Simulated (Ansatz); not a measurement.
# How ZnSe answers to pressure

```
Zn Se
1.0
     0.00000    2.83380    2.83380
     2.83380    0.00000    2.83380
     2.83380    2.83380    0.00000
Zn Se
1 1
Direct
  0.00000 0.00000 0.00000
  0.75000 0.75000 0.75000
```

The cell is COD entry 9008857, as deposited and not checked against the literature; nothing was relaxed.

Level of theory: DFT, PBE, all-electron LAPW, scalar-relativistic (Ansatz 0.2.0).

Settings: a Γ-centred 8×8×8 k mesh, Fermi–Dirac smearing of 0.03 eV, basis error target 1 meV/atom, no spin polarisation.

The cell is scaled evenly with fractional coordinates held. Semilocal gaps are too small, but their slopes carry over better.

```
V/V(cell)  P (GPa)  gap on the k mesh (eV)
   0.9400     6.80                   1.544
   0.9405     6.76                   1.542
   0.9600     5.07                   1.457
   0.9700     4.27                   1.414
   0.9800     3.52                   1.372
   0.9900     2.80                   1.331
   1.0000     2.12                   1.290
   1.0100     1.48                   1.251
   1.0200     0.87                   1.212
   1.0300     0.29                   1.173
   1.0400    -0.25                   1.136
```

Task: From the rows at 0.9900 and 1.0100, what is the bulk modulus at the cell's volume?

Result: B = −ΔP/Δln V = −[(1.48) − (2.80)]/0.02000 = 66.0 GPa. This is the modulus at 2.12 GPa, not at zero pressure.

Task: What are the gap's volume deformation potential and pressure coefficient?

Result: dEg/dln V = (1.251 − 1.331)/0.02000 = -4.00 eV, and dEg/dP = −(dEg/dln V)/B = 61 meV/GPa: pressure widens the gap.

Task: Predict the row at V/V(cell) = 1.0600. How far is a linear estimate of P off?

Result: P = -1.26 GPa, gap 1.062 eV. The linear estimate P(cell) − B ln(V/V(cell)) = -1.73 GPa misses by 0.47 GPa, since the modulus falls on expansion.
